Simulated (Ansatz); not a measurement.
**MgS: the cell at several levels of theory**

Aim: relax MgS in the h-MgO structure with PBE, r2SCAN, PBEsol, LDA and HSE06 and see how far the functionals disagree on the cell. This is a trial cell built on a prototype, not taken from a measured structure, and it needn't be the compound's ground state.

Program: Ansatz 0.2.0. PAW datasets, plane waves, zero pressure. All values are calculated for a non-magnetic cell, which may be hypothetical.

## (1) The cell

This is the cell as the run starts from it, not yet at rest; its lengths are not the crystal's.

The symmetry is P6_3/mmc (No. 194, hexagonal); conventional cell a = 4.059 Å, c = 5.074 Å, 18.10 Å³ an atom. Near Mg stand 5 S at 2.34–2.54 Å; near S stand 5 Mg at 2.34–2.54 Å.

Structure file:

```cif
data_structure
_symmetry_space_group_name_H-M 'P6_3/mmc'
_symmetry_Int_Tables_number 194
_cell_length_a 4.0592
_cell_length_b 4.0592
_cell_length_c 5.0737
_cell_angle_alpha 90.000
_cell_angle_beta 90.000
_cell_angle_gamma 120.000
_cell_volume 72.40
loop_
_atom_site_label
_atom_site_type_symbol
_atom_site_symmetry_multiplicity
_atom_site_Wyckoff_symbol
_atom_site_fract_x
_atom_site_fract_y
_atom_site_fract_z
_atom_site_occupancy
Mg1 Mg 2 c 0.33333 0.66667 0.25000 1
S1 S 2 d 0.66667 0.33333 0.25000 1
```

## (2) Relaxing with PBE

input.yaml

```yaml
crystal:
  lattice:
    - [4.0592149949, 0.0, 0.0]
    - [-2.0296074974, 3.515383305, 0.0]
    - [0.0, 0.0, 5.0737491]
  atoms:
    - { symbol: Mg, position: [0.3333333333, 0.6666666667, 0.25] }
    - { symbol: Mg, position: [0.6666666667, 0.3333333333, 0.75] }
    - { symbol: S, position: [0.6666666667, 0.3333333333, 0.25] }
    - { symbol: S, position: [0.3333333333, 0.6666666667, 0.75] }
kpoints:
  mp_grid: { grid: [6, 6, 4] }
hamiltonian:
  xc: pbe
scf:
  occupations: { method: fermi_dirac, width: 0.02 }
relax:
  f_tol: 0.005
  cell: {}
output:
  write_density: true
  write_potential: true
  elf: true
  volumetric_format: npy
```

The run is started by

```
$ ansatz run input.yaml --threads 2 --pin off --max-ram 2211MiB --backend cpu --events-out ev --progress --plain --runs-dir out
```

Further steps of the session: r2SCAN: cell and atoms; Relaxation with PBEsol; LDA: cell and atoms; Relaxing with HSE06.

Before running it: what results should come out? Wanted: for each run, a; c; volume; space group; SCF geometries.

The runs gave:

| level | a (Å) | c (Å) | volume (Å³/atom) | space group | SCF geometries |
| --- | --- | --- | --- | --- | --- |
| PBE | 4.319 | 5.320 | 21.486 | P6_3/mmc | 7 |
| r2SCAN | 4.296 | 5.285 | 21.113 | P6_3/mmc | 4 |
| PBEsol | 4.291 | 5.256 | 20.953 | P6_3/mmc | 4 |
| LDA | 4.249 | 5.200 | 20.322 | P6_3/mmc | 5 |
| HSE06 | 4.294 | 5.284 | 21.095 | P6_3/mmc | 3 |

In words: The first relaxation changed the volume by +18.7 % from the start. The volume runs from LDA (least) to PBE (most), a spread of 5.7 %, or 1.9 % in length if all axes shared it alike.
